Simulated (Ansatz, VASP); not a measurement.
**One calculation of W, two programs**

```
CELL_PARAMETERS angstrom
0.00000 2.01844 2.01844
2.01844 0.00000 2.01844
2.01844 2.01844 0.00000
ATOMIC_POSITIONS crystal
W 0.00000 0.00000 0.00000
```

Alike in both runs: functional PBE; k mesh 24 × 24 × 24; occupations gaussian, width 0.1 eV; no spin polarisation.

Ansatz relaxed the structure, and its values are those at the end. VASP's run is a single point on that final structure, the one shown.

|  | VASP | Ansatz |
| --- | --- | --- |
| version | VASP 6.6.1 | Ansatz 0.2.0 |
| potentials or method | VASP PAW PBE potentials, release 64 (W_sv) | scalar-relativistic, plane waves, PAW |
| plane-wave cutoff (eV) | 520 | 420 |
| valence electrons in the cell | 14 | 14 |

```csv
,VASP,Ansatz,Ansatz less VASP
gap on the k mesh at the Fermi level (eV),none,none,-
pressure (GPa),0.5,0.0,-0.52
```

A gap of «none» marks a metal or a gap that the smearing closes.

Spin-orbit coupling is left out, which matters for the levels of W.
